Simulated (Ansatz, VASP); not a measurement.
# Mo2Se3S: VASP beside Ansatz

One calculation is typed for both programs; each brings its own data sets. How far apart do they land? The structure shown is the end of the Ansatz relaxation below.

Main program and level: Ansatz 0.2.0; plane waves, with VASP 6.6.1 beside it; single point at PBEsol.

### 1. The starting structure

The cell holds 12 atoms: 4 Mo, 6 Se and 2 S. Cell: a = 6.466 Å, b = 6.470 Å, c = 18.130 Å, α = 90.0°, β = 90.0°, γ = 120.0°. Vacuum lies along c.

### 2. Ansatz: relaxation, PBEsol

Ansatz runs on its PAW soft_1 files.

This run makes the geometry at which the two programs are then compared.

File input.yaml:

```yaml
crystal:
  lattice:
    - [6.338, 0.0, 0.0]
    - [-3.169, 5.48886901, 0.0]
    - [0.0, 0.0, 18.130296]
  atoms:
    - { symbol: Mo, position: [0.33333333, 0.16666667, 0.5] }
    - { symbol: Mo, position: [0.33333333, 0.66666667, 0.5] }
    - { symbol: Mo, position: [0.83333333, 0.16666667, 0.5] }
    - { symbol: Mo, position: [0.83333333, 0.66666667, 0.5] }
    - { symbol: Se, position: [0.16666667, 0.33333333, 0.41367223] }
    - { symbol: Se, position: [0.16666667, 0.33333333, 0.58632777] }
    - { symbol: Se, position: [0.16666667, 0.83333333, 0.41367223] }
    - { symbol: Se, position: [0.16666667, 0.83333333, 0.58632777] }
    - { symbol: Se, position: [0.66666667, 0.33333333, 0.41367223] }
    - { symbol: Se, position: [0.66666667, 0.83333333, 0.41367223] }
    - { symbol: S, position: [0.66666667, 0.33333333, 0.58632777] }
    - { symbol: S, position: [0.66666667, 0.83333333, 0.58632777] }
kpoints:
  mp_grid: { grid: [5, 5, 2] }
scf:
  occupations: { method: fermi_dirac, width: 0.02 }
hamiltonian:
  xc: pbesol
  pseudopotentials: { kind: paw, azcp: { folder: soft_1 }, xc_functional: pbe }
basis:
  ecutwfc: 600
output:
  forces: true
  stress: true
  write_density: true
  write_potential: true
  elf: true
  volumetric_format: npy
relax:
  f_tol: 0.005
  max_steps: 70
  cell: { stress_tol: 0.02, p_target: 0, fix: [c, alpha, beta, gamma] }
```

Run with:

```
$ ansatz run input.yaml --threads 4 --pin off --max-ram 10240MiB --backend cpu --events-out ev --progress --plain --runs-dir out
```

Numbers of over 12 decimals in the logs are rounded to 6 here.

The log of the run:

```text
Warning: crystal.symmetry: narrowed to the stabiliser of the fixed cell quantities (relax.cell.fix) — unitary ops 4 → 2. The narrowing is safe, since a smaller group never makes results wrong: the run goes on under it, on as many k-points as the starting group would need, or more. Excluded: 2 operations that would move a fixed cell quantity at a test strain (relax.cell.fix fixes c, alpha, beta, gamma). The cell can leave their symmetry as it relaxes.
Engine: ansatz 0.2.0, x86_64-unknown-linux-gnu
Pseudopotentials: kind: paw
Pseudopotential: Mo, paw, valence charge 14, recommended cutoff 420 eV (normal), soft_1/Mo.paw.azcp
Pseudopotential: Se, paw, valence charge 16, recommended cutoff 420 eV (normal), soft_1/Se.paw.azcp
Pseudopotential: S, paw, valence charge 6, recommended cutoff 420 eV (normal), soft_1/S.paw.azcp
Functional definition: PBEsol
  exchange = pbesol_x
  correlation = pbesol_c
Crystal: 12 atoms, lattice volume = 630.725 Å³
Basis set: ecut = 600 eV, 21073 PW (Γ), exchange–correlation on 108×108×300 points (8 copies of the dense FFT grid, shifted against one another)
Bands: 99, of which v1, the nominal top of the filled ones, is band 82 counted from 1 (81 counted from 0)
Symmetry: 2 space group operations
k-points: 26 of 50 (time reversal used)
Non-local potential: Mo, projectors of the file, l = 0: 3, l = 1: 2, l = 2: 2, l = 3: 1
Non-local potential: Se, projectors of the file, l = 0: 2, l = 1: 2, l = 2: 3, l = 3: 1
Non-local potential: S, projectors of the file, l = 0: 2, l = 1: 2, l = 2: 1
PAW form: soft (Blöchl's): semilocal exchange-correlation on the pseudo side does not see the compensation charge
PAW frozen core: Mo, regenerated for the run's functional, and the local potential with it (the file was generated under x = pbe(κ = 0.804, μ = 0.219515), c = pbe(β = 0.066725))
PAW frozen core: Se, regenerated for the run's functional, and the local potential with it (the file was generated under x = pbe(κ = 0.804, μ = 0.219515), c = pbe(β = 0.066725))
PAW frozen core: S, regenerated for the run's functional, and the local potential with it (the file was generated under x = pbe(κ = 0.804, μ = 0.219515), c = pbe(β = 0.066725))
PAW one-centre angular grid: Mo, 590 points (default); XC on 64 Gauss nodes
PAW one-centre angular grid: Se, 590 points (default); XC on 64 Gauss nodes
PAW one-centre angular grid: S, 110 points (default); XC on 64 Gauss nodes
Initial density: superposition of atomic densities (neutral atoms: chi_scale 0, normalization atom)
Initial wavefunctions: pseudopotential atomic-orbital guess
Functional: x = pbesol(κ = 0.804, μ = 0.123457), c = pbesol(β = 0.046)
SCF iter   1: F=—  HF=-53917.017385 eV  |F-HF|=—  |Δ(HF+E_count)|=         —  Δρ=4.20e-2  dr2=1.44e1  ethr=3.10e-3  ⟨swp⟩=8.0  Hψ=11190  notcnv=0  defer=1
preconditioner: auto → Resta (q_TF=auto, 2.180 Å⁻¹)  ε∞=2.9  [insulator: Δε(μ)=2.015 eV  Ē_g=9.219 eV  σ=0.020 eV  W_gap=1.00  n_scr=108 (ndim 8)  ℏωp=12.5 eV  f_vac=0.630  D(μ)=0.00/eV (n_scr^D=0)  ε∞_Penn≈2.9  vacuum switching on, ρ_ref=6.2e-3 e/Å³]
SCF iter   2: F=—  HF=-53914.212597 eV  |F-HF|=—  |Δ(HF+E_count)|=    2.80e0  Δρ=1.95e-2  dr2=7.54e0  ethr=3.10e-3  ⟨swp⟩=3.7  Hψ=5678  notcnv=0  defer=274
SCF iter   3: F=—  HF=-53913.246586 eV  |F-HF|=—  |Δ(HF+E_count)|=   9.66e-1  Δρ=1.13e-2  dr2=7.95e-1  ethr=3.10e-3  ⟨swp⟩=3.0  Hψ=3858  notcnv=0  defer=254
SCF iter   4: F=—  HF=-53913.073999 eV  |F-HF|=—  |Δ(HF+E_count)|=   1.73e-1  Δρ=4.34e-3  dr2=2.11e-1  ethr=4.85e-4  ⟨swp⟩=3.1  Hψ=3615  notcnv=0  defer=254
SCF iter   5: F=—  HF=-53913.057547 eV  |F-HF|=—  |Δ(HF+E_count)|=   1.65e-2  Δρ=2.72e-3  dr2=1.10e-1  ethr=1.29e-4  ⟨swp⟩=4.0  Hψ=3980  notcnv=0  defer=254
SCF iter   6: F=—  HF=-53913.048312 eV  |F-HF|=—  |Δ(HF+E_count)|=   9.24e-3  Δρ=9.18e-4  dr2=1.39e-2  ethr=6.69e-5  ⟨swp⟩=2.8  Hψ=3300  notcnv=0  defer=254
SCF iter   7: F=—  HF=-53913.047596 eV  |F-HF|=—  |Δ(HF+E_count)|=   7.16e-4  Δρ=3.68e-4  dr2=2.04e-3  ethr=8.48e-6  ⟨swp⟩=2.1  Hψ=3445  notcnv=0  defer=254
SCF iter   8: F=—  HF=-53913.047913 eV  |F-HF|=—  |Δ(HF+E_count)|=   3.17e-4  Δρ=1.52e-4  dr2=3.34e-4  ethr=1.24e-6  ⟨swp⟩=2.7  Hψ=3167  notcnv=0  defer=254
SCF iter   9: F=—  HF=-53913.047925 eV  |F-HF|=—  |Δ(HF+E_count)|=   1.29e-5  Δρ=3.40e-5  dr2=1.36e-5  ethr=2.04e-7  ⟨swp⟩=2.8  Hψ=3246  notcnv=0  defer=254
SCF iter  10: F=—  HF=-53913.047804 eV  |F-HF|=—  |Δ(HF+E_count)|=   1.22e-4  Δρ=1.67e-5  dr2=4.23e-6  ethr=8.30e-9  ⟨swp⟩=2.5  Hψ=3507  notcnv=0  defer=254
SCF iter  11: F=—  HF=-53913.047804 eV  |F-HF|=—  |Δ(HF+E_count)|=   3.19e-7  Δρ=5.21e-6  dr2=4.51e-7  ethr=2.58e-9  ⟨swp⟩=2.0  Hψ=3293  notcnv=0  defer=254
SCF iter  12: F=-53913.047804 eV  HF=-53913.047804 eV  |F-HF|=1.80e-8  |Δ(HF+E_count)|=   3.06e-8  Δρ=1.51e-6  dr2=3.56e-8  ethr=6.10e-11  ⟨swp⟩=12.0  Hψ=18752  notcnv=0
[...]
SCF converged after 8 iterations
Free energy (F): -53914.302488 eV
Harris-Foulkes:  -53914.302488 eV  (|F-HF|=1.31e-10)
Internal energy: -53914.302488 eV  (E = F + TS)
E sigma→0 (E₀):  -53914.302488 eV
Fermi energy:    1.302212 eV
--- Per-component energies (eV) ---
  E_band       = -4440.030218
  E_kinetic    = 2570.779993
  E_local      = -127270.570118  (includes V_loc(G=0)·N_el)
  E_nonlocal   = -1445.066528
  E_hartree    = 62545.558411
  E_xc         = -1387.158925
  E_vxc        = -1587.663804  (∫ρ·V_xc dr)
  E_paw        = -26319.959755  (= ΣΔE_a)
  E_vpaw       = -1798.627296  (= ΣTr[D̂ρ^β])
  E_aug_tail   = 0.000030  (compensation charges beyond the density's cutoff)
  E_ewald      = 37385.102593
  E_core_change = 7.011809  (= ΣΔE_core)
  E_smearing   = -0.000000  (= −TS)
  E_closure    = -0.000000  (closes the sum)
  Σ components = -53914.302488   (vs F -53914.302488, Δ=0.00e0)
--- Forces (eV/Å), atoms counted from 1 ---
  atom   1  Mo    -0.00028847    -0.00045294    -0.00061246
  atom   2  Mo    -0.00028847    -0.00045294    -0.00061246
  atom   3  Mo    -0.00008872    -0.00027932    -0.00010624
  atom   4  Mo    -0.00008872    -0.00027932    -0.00010624
  atom   5  Se     0.00003574     0.00011304     0.00102699
  atom   6  Se    -0.00013079     0.00007473    -0.00031394
  atom   7  Se     0.00003574     0.00011304     0.00102699
  atom   8  Se    -0.00013079     0.00007473    -0.00031394
  atom   9  Se     0.00044750     0.00039231    -0.00107510
  atom  10  Se     0.00044750     0.00039231    -0.00107510
  atom  11  S      0.00002476     0.00015218     0.00108085
  atom  12  S      0.00002476     0.00015218     0.00108085
  max |Σ_I F_I| component: 2.04e-7 eV/Å
--- Stress (GPa, compression-positive) ---
        0.006267      -0.008489      -0.000489
       -0.008489      -0.006398      -0.000244
       -0.000489      -0.000244       0.000307
  P = ⅓ Tr σ = 0.0001 GPa (0.001 kbar)
--- Band table (eV; the first three rows and the last of 26) ---
  k-point 0: bands = [... 78 lower, -0.1646, -0.0471, -0.0428, 0.2896, 2.5953, 2.6325, 2.6576, 3.0303, ... 13 higher]
  k-point 1: bands = [... 78 lower, -0.1646, -0.0471, -0.0428, 0.2896, 2.5953, 2.6325, 2.6576, 3.0303, ... 13 higher]
  k-point 2: bands = [... 78 lower, -0.2608, 0.0849, 0.1055, 0.2858, 2.5891, 2.6249, 2.6498, 2.8062, ... 13 higher]
  k-point 25: bands = [... 78 lower, -0.1501, -0.1385, 0.1166, 0.3023, 2.3574, 2.4054, 2.4935, 2.6299, ... 13 higher]
--- Relaxed structure (6 steps of the walk, 6 accepted, 1 SCFs on fresh bases) ---
  F+E_penalty+E_count = -53914.30248849 eV   max|allowed force component| = 1.081e-3 eV/Å   (the final SCF, on the basis selected at the relaxed cell)
  cell:  # Å, volume = 656.7669 Å³
    - [6.465511, -0.0011603, 0]
    - [-3.233760, 5.603359, 0]
    - [0, 0, 18.130296]
  atoms:
    - { symbol: Mo, position: [0.336314, 0.168148, 0.501660] }
    - { symbol: Mo, position: [0.336314, 0.668148, 0.501660] }
    - { symbol: Mo, position: [0.830381, 0.165175, 0.501555] }
    - { symbol: Mo, position: [0.830381, 0.665175, 0.501555] }
    - { symbol: Se, position: [0.166402, 0.333211, 0.409794] }
    - { symbol: Se, position: [0.166283, 0.333151, 0.594160] }
    - { symbol: Se, position: [0.166402, 0.833211, 0.409794] }
    - { symbol: Se, position: [0.166283, 0.833151, 0.594160] }
    - { symbol: Se, position: [0.666997, 0.333501, 0.407977] }
    - { symbol: Se, position: [0.666997, 0.833501, 0.407977] }
    - { symbol: S, position: [0.666956, 0.333481, 0.584854] }
    - { symbol: S, position: [0.666956, 0.833481, 0.584854] }
```

### 3. VASP: single point, PBEsol

The same cell, functional, mesh and smearing now go to VASP, with its own data sets.

Lines of VASP's logs that name or quote its potential files are left out, and so is its time.

File INCAR:

```
SYSTEM = Mo2Se3S
PREC = Accurate
ENCUT = 500
EDIFF = 1E-06
NELM = 120
ISMEAR = -1
SIGMA = 0.02
LREAL = .FALSE.
ALGO = Normal
GGA = PS
NBANDS = 64
LASPH = .TRUE.
LORBIT = 11
LWAVE = .FALSE.
LCHARG = .FALSE.
ISIF = 2
GGA_COMPAT = .FALSE.
EFERMI = MIDGAP
KPAR = 2
```

File POSCAR:

```
Mo2Se3S
1.0
    6.4655111479     -0.0011602980      0.0000000000
   -3.2337604214      5.6033593880      0.0000000000
    0.0000000000      0.0000000000     18.1302960000
Mo Se S
4 6 2
Direct
    0.3363139887      0.1681477304      0.5016599076
    0.3363139887      0.6681477304      0.5016599076
    0.8303810129      0.1651748216      0.5015547318
    0.8303810129      0.6651748216      0.5015547318
    0.1664022132      0.3332106974      0.4097940729
    0.1662828416      0.3331507988      0.5941604247
    0.1664022132      0.8332106974      0.4097940729
    0.1662828416      0.8331507988      0.5941604247
    0.6669974508      0.3335014149      0.4079767163
    0.6669974508      0.8335014149      0.4079767163
    0.6669558328      0.3334812069      0.5848541467
    0.6669558328      0.8334812069      0.5848541467
```

File KPOINTS:

```
Automatic mesh
0
Gamma
5 5 2
0 0 0
```

PAW data sets: Mo_sv, Se and S (PBE family, release 64).

Run with:

```
$ mpirun -np 2 vasp_std
```

The log of the run:

```text
[banner, memory and clock lines left out]
running    2 mpi-ranks, on    1 nodes
 distrk:  each k-point on    1 cores,    2 groups
 distr:  one band on    1 cores,    1 groups

 POSCAR found type information on POSCAR MoSeS
 POSCAR found :  3 types and      12 ions
|                                                                             |
|               ----> ADVICE to this user running VASP <----                  |
|                                                                             |
|     You enforced a specific xc type in the INCAR file but a different       |
|     [... a line on the potential file left out ...]
|     I HOPE YOU KNOW WHAT YOU ARE DOING!                                     |
|                                                                             |

 LDA part: xc-table for (Slater+PW92), standard interpolation
 POSCAR, INCAR and KPOINTS ok, starting setup
 FFT: planning ... GRIDC
 FFT: planning ... GRID_SOFT
 FFT: planning ... GRID
 WAVECAR not read
 entering main loop
       N       E                     dE             d eps       ncg     rms          rms(c)
DAV:   1     0.868962696340E+03    0.86896E+03   -0.51217E+04  4160   0.128E+03
DAV:   2    -0.132718338488E+02   -0.88223E+03   -0.86482E+03  4456   0.300E+02
DAV:   3    -0.903612370694E+02   -0.77089E+02   -0.76184E+02  3888   0.819E+01
DAV:   4    -0.928386876004E+02   -0.24775E+01   -0.24552E+01  4336   0.144E+01
DAV:   5    -0.929060021668E+02   -0.67315E-01   -0.67163E-01  4544   0.222E+00    0.420E+01
DAV:   6    -0.896380343018E+02    0.32680E+01   -0.27662E+01  3728   0.210E+01    0.123E+01
DAV:   7    -0.889677791510E+02    0.67026E+00   -0.15223E+01  3776   0.144E+01    0.104E+01
DAV:   8    -0.882002923482E+02    0.76749E+00   -0.25570E+00  4096   0.656E+00    0.342E+00
DAV:   9    -0.881965766363E+02    0.37157E-02   -0.35484E-01  4432   0.192E+00    0.161E+00
DAV:  10    -0.881819234405E+02    0.14653E-01   -0.12357E-01  4168   0.147E+00    0.667E-01
DAV:  11    -0.881767190712E+02    0.52044E-02   -0.12785E-02  4344   0.506E-01    0.267E-01
DAV:  12    -0.881762923391E+02    0.42673E-03   -0.36813E-03  4376   0.281E-01    0.120E-01
DAV:  13    -0.881759680535E+02    0.32429E-03   -0.15188E-03  4136   0.192E-01    0.576E-02
DAV:  14    -0.881756671117E+02    0.30094E-03   -0.19810E-03  3928   0.117E-01    0.776E-02
[...]
DAV:  19    -0.881768047677E+02   -0.19502E-04   -0.37037E-05  3216   0.100E-02    0.592E-03
DAV:  20    -0.881768761688E+02   -0.71401E-04   -0.22160E-06  2904   0.359E-03    0.346E-03
DAV:  21    -0.881770142804E+02   -0.13811E-03   -0.12635E-05  3280   0.660E-03    0.385E-03
DAV:  22    -0.881770441076E+02   -0.29827E-04   -0.13197E-06  3104   0.240E-03    0.275E-03
DAV:  23    -0.881770631311E+02   -0.19023E-04   -0.80019E-07  2800   0.189E-03    0.124E-03
DAV:  24    -0.881770742647E+02   -0.11134E-04   -0.70373E-07  2880   0.128E-03    0.317E-04
DAV:  25    -0.881770769879E+02   -0.27232E-05   -0.99574E-08  2504   0.502E-04    0.143E-04
DAV:  26    -0.881770779434E+02   -0.95552E-06   -0.63106E-08  2104   0.306E-04
   1 F= -.88177078E+02 E0= -.88177078E+02  d E =-.939738E-20
```

[end of part 1 of 2]

[Lines on the potential files, build, host, timing and source positions are cut from VASP's logs without a mark.]

[Logs are printed without paths, hosts, clocks, repeated set-up lines and the standing remarks that a program may print on its own settings, such as how far it seeks lower states.]

[Hosts, paths, dates, database ids (printed as entryN), source tags and the programs' standing remarks are cut or masked in the printed files.]
